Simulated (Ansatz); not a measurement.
Crystal: SiNi.

```
Ni Si
1.0
     5.17310    0.00000    0.00000
     0.00000    3.33810    0.00000
     0.00000    0.00000    5.60490
Ni Si
4 4
Direct
  0.99221 0.75000 0.81248
  0.50779 0.25000 0.31248
  0.49221 0.75000 0.68752
  0.00779 0.25000 0.18752
  0.67872 0.25000 0.91750
  0.82128 0.75000 0.41750
  0.17872 0.25000 0.58250
  0.32128 0.75000 0.08250
```

* Program: Ansatz 0.2.0
* Task: single point
* Functional: PBE
* Potentials or basis: all-electron LAPW, scalar-relativistic
* Cutoff: 314 eV (chosen from the basis error)
* Basis error allowed: 0.001 eV/atom
* k mesh: 5 × 8 × 5
* Occupations: fermi-dirac, width 0.05 eV
* Spin: collinear spin, ferromagnetic start
* Starting moments: [1.0, 1.0, 1.0, 1.0, 0.0, 0.0, 0.0, 0.0] μB

On this cell: pressure 1.7 GPa; largest force 0.052 eV/Å; net moment 0.00 μB per cell; band gap on the k mesh none (metal or under the smearing width).

The same run follows on a disturbed copy (atoms moved at random, drawn with an rms of 0.05 Å):

```
Ni Si
1.0
     5.17310    0.00000    0.00000
     0.00000    3.33810    0.00000
     0.00000    0.00000    5.60490
Ni Si
4 4
Direct
  0.99942 0.74981 0.81008
  0.51680 0.24512 0.31492
  0.49478 0.75792 0.68828
  0.00334 0.24471 0.18710
  0.67538 0.23914 0.92577
  0.82700 0.76428 0.40964
  0.17904 0.25103 0.58535
  0.32537 0.75548 0.08346
```

**Question.** What changes?

**Answer.** The energy (extrapolated to zero smearing) moves by +12.4 meV/atom; pressure 2.2 GPa; largest force 0.921 eV/Å; net moment 0.00 μB per cell; band gap on the k mesh none (metal or under the smearing width).

Forces on the atoms (eV/Å):
```
Ni  -0.413 -0.046  0.136
Ni  -0.560  0.379  0.065
Ni   0.187 -0.348 -0.013
Ni   0.757  0.459 -0.092
Si   0.143  0.423 -0.597
Si  -0.241 -0.634  0.623
Si   0.258  0.043 -0.221
Si  -0.130 -0.275  0.099
```

Stress tensor (GPa, compression positive):
```
 0.44  0.51 -0.03
 0.51  3.97 -0.09
-0.03 -0.09  2.09
```

Caveats: the starting moments weren't kept.
